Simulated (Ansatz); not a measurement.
ZnTe:
```xyz
2
Lattice="0.0000 3.0896 3.0896 3.0896 0.0000 3.0896 3.0896 3.0896 0.0000" Properties=species:S:1:pos:R:3 pbc="T T T"
Te     4.6344     4.6344     4.6344
Zn     0.0000     0.0000     0.0000
```

Tensor components refer to the Cartesian frame of this cell.

**Question.** Give the proper piezoelectric stress tensor with relaxed ions from the program Ansatz at the PBE level (PAW).

**Answer.** In C/m², rows x, y, z, Voigt columns; mesh uncertainty up to 0.01.
```
0.00  0.00  0.00  0.16  0.00  0.00
0.00  0.00  0.00  0.00  0.16  0.00
0.00  0.00  0.00  0.00  0.00  0.16
```

The elastic tensor of the same run (GPa):

```json
[
 {"": "1", "1": "63.1", "2": "33.4", "3": "33.4", "4": "0.0", "5": "0.0", "6": "0.0"},
 {"": "2", "1": "33.4", "2": "63.1", "3": "33.4", "4": "0.0", "5": "0.0", "6": "0.0"},
 {"": "3", "1": "33.4", "2": "33.4", "3": "63.1", "4": "0.0", "5": "0.0", "6": "0.0"},
 {"": "4", "1": "0.0", "2": "0.0", "3": "0.0", "4": "29.8", "5": "0.0", "6": "0.0"},
 {"": "5", "1": "0.0", "2": "0.0", "3": "0.0", "4": "0.0", "5": "29.8", "6": "0.0"},
 {"": "6", "1": "0.0", "2": "0.0", "3": "0.0", "4": "0.0", "5": "0.0", "6": "29.8"}
]
```

**Question.** Convert to strain constants d = e·S.

**Answer.** In pC/N:
```
0.0  0.0  0.0  5.3  0.0  0.0
0.0  0.0  0.0  0.0  5.3  0.0
0.0  0.0  0.0  0.0  0.0  5.3
```

Space group F-43m (zinc blende). The cell was relaxed with PBE under the symmetry of its start; of distortions, only those at the zone centre were tested. Scalar-relativistic: spin–orbit coupling is off unless named, which matters more the heavier the elements.

Potentials: the later of the program's two PAW sets.
